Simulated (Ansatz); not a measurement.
Relaxation path: In (omega type)

DFT, PBE, PAW with Ansatz's default frozen-core files, scalar-relativistic (Ansatz 0.2.0); a Γ-centred 8×8×11 k mesh, Fermi–Dirac smearing of 0.05 eV, no spin polarisation. The run relaxes cell and atoms at a target pressure of 66 GPa.

Command: `ansatz run input.yaml --threads 1 --pin off --max-ram 3584MiB --backend cpu --events-out ev --progress --plain --runs-dir out` It took 39 s on 1 thread of Arm Neoverse V1, on a shared host, peak memory 0.35 GiB.

```yaml
crystal:
  lattice:
    - [4.5326456202, 0.0, 0.0]
    - [-2.2663228101, 3.9253862535, 0.0]
    - [0.0, 0.0, 2.8102402846]
  atoms:
    - { symbol: In, position: [0.0, 0.0, 0.0] }
    - { symbol: In, position: [0.3333333333, 0.6666666667, 0.5] }
    - { symbol: In, position: [0.6666666667, 0.3333333333, 0.5] }
kpoints:
  mp_grid: { grid: [8, 8, 11] }
scf:
  occupations: { method: fermi_dirac, width: 0.05 }
hamiltonian:
  xc: pbe
  pseudopotentials: { kind: paw }
output:
  forces: true
  stress: true
  eigenvalues: true
relax:
  f_tol: 0.005
  max_steps: 40
  cell: { p_target: 66.0, stress_tol: 0.033 }
```

Each step lists its enthalpy F + pV a cell above the last geometry, the pressure, the cell vectors (Å), and Cartesian positions (Å) with forces (eV/Å).

The first step:

```
step 1  dH = 11.86 meV  P = 67.1 GPa
  cell 4.5326 0.0000 0.0000  -2.2663 3.9254 0.0000  0.0000 0.0000 2.8102
  In 0.0000 0.0000 0.0000   0.0000 0.0000 0.0000
  In 0.0000 2.6169 1.4051   0.0000 0.0000 0.0000
  In 2.2663 1.3085 1.4051   0.0000 0.0000 0.0000
```

**Question.** Where does the relaxation end, and by which steps?

**Answer.** After 7 geometries, with conventional a, b, c = 4.586, 4.586, 2.755 Å, at 16.725 Å³/atom (+0.35 % against the start) in space group P6/mmm, with a shortest distance of 2.648 Å. The further steps:
```
step 2  dH = 3.30 meV  P = 63.6 GPa
  cell 4.5962 0.0000 0.0000  -2.2981 3.9804 0.0000  0.0000 0.0000 2.7647
  In 0.0000 0.0000 0.0000   0.0000 0.0000 0.0000
  In 0.0000 2.6536 1.3824   0.0000 0.0000 0.0000
  In 2.2981 1.3268 1.3824   0.0000 0.0000 0.0000
step 3  dH = 1.33 meV  P = 67.2 GPa
  cell 4.5884 0.0000 0.0000  -2.2942 3.9737 0.0000  0.0000 0.0000 2.7409
  In 0.0000 0.0000 0.0000   0.0000 0.0000 0.0000
  In 0.0000 2.6491 1.3705   0.0000 0.0000 0.0000
  In 2.2942 1.3246 1.3705   0.0000 0.0000 0.0000
step 4  dH = 0.06 meV  P = 66.1 GPa
  cell 4.5822 0.0000 0.0000  -2.2911 3.9683 0.0000  0.0000 0.0000 2.7582
  In 0.0000 0.0000 0.0000   0.0000 0.0000 0.0000
  In 0.0000 2.6456 1.3791   0.0000 0.0000 0.0000
  In 2.2911 1.3228 1.3791   0.0000 0.0000 0.0000
step 5  dH = 0.02 meV  P = 66.0 GPa
  cell 4.5847 0.0000 0.0000  -2.2923 3.9705 0.0000  0.0000 0.0000 2.7564
  In 0.0000 0.0000 0.0000   0.0000 0.0000 0.0000
  In 0.0000 2.6470 1.3782   0.0000 0.0000 0.0000
  In 2.2923 1.3235 1.3782   0.0000 0.0000 0.0000
step 6  dH = 0.01 meV  P = 66.0 GPa
  cell 4.5873 0.0000 0.0000  -2.2937 3.9727 0.0000  0.0000 0.0000 2.7534
  In 0.0000 0.0000 0.0000   0.0000 0.0000 0.0000
  In 0.0000 2.6485 1.3767   0.0000 0.0000 0.0000
  In 2.2937 1.3242 1.3767   0.0000 0.0000 0.0000
step 7  dH = 0.00 meV  P = 66.0 GPa
  cell 4.5862 0.0000 0.0000  -2.2931 3.9717 0.0000  0.0000 0.0000 2.7545
  In 0.0000 0.0000 0.0000   0.0000 0.0000 0.0000
  In 0.0000 2.6478 1.3773   0.0000 0.0000 0.0000
  In 2.2931 1.3239 1.3773   0.0000 0.0000 0.0000
step 8  dH = -0.10 meV  P = 66.0 GPa  (same geometry on a basis chosen anew; earlier energies don't compare to the last digit)
  cell 4.5862 0.0000 0.0000  -2.2931 3.9717 0.0000  0.0000 0.0000 2.7545
  In 0.0000 0.0000 0.0000   0.0000 0.0000 0.0000
  In 0.0000 2.6478 1.3773   0.0000 0.0000 0.0000
  In 2.2931 1.3239 1.3773   0.0000 0.0000 0.0000
```
